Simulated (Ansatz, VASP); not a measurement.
## One calculation of Hf, two programs

```
Hf
1.0
    -1.58559    1.58559    2.24232
     1.58559   -1.58559    2.24232
     1.58559    1.58559   -2.24232
Hf
1
Direct
  0.00000 0.00000 0.00000
```

Alike in both runs: functional PBE; k mesh 24 × 24 × 24; occupations gaussian, width 0.1 eV; no spin polarisation.

Ansatz relaxed the structure, and its values are those at the end. VASP's run is a single point on that final structure, the one shown.

|  | VASP | Ansatz |
| --- | --- | --- |
| version | VASP 6.6.1 | Ansatz 0.2.0 |
| potentials or method | VASP PAW PBE potentials, release 64 (Hf_pv) | scalar-relativistic, plane waves, PAW |
| plane-wave cutoff (eV) | 520 | 420 |
| valence electrons in the cell | 10 | 26 |

```csv
,VASP,Ansatz,Ansatz less VASP
gap on the k mesh at the Fermi level (eV),none,none,-
pressure (GPa),-0.4,0.0,+0.44
```

A gap of «none» marks a metal or a gap that the smearing closes. The functional is the same, so the differences come from potentials, cutoffs and numerics. The two sets of potentials don't hold the same shells in valence.

Spin-orbit coupling is left out, which matters for the levels of Hf.
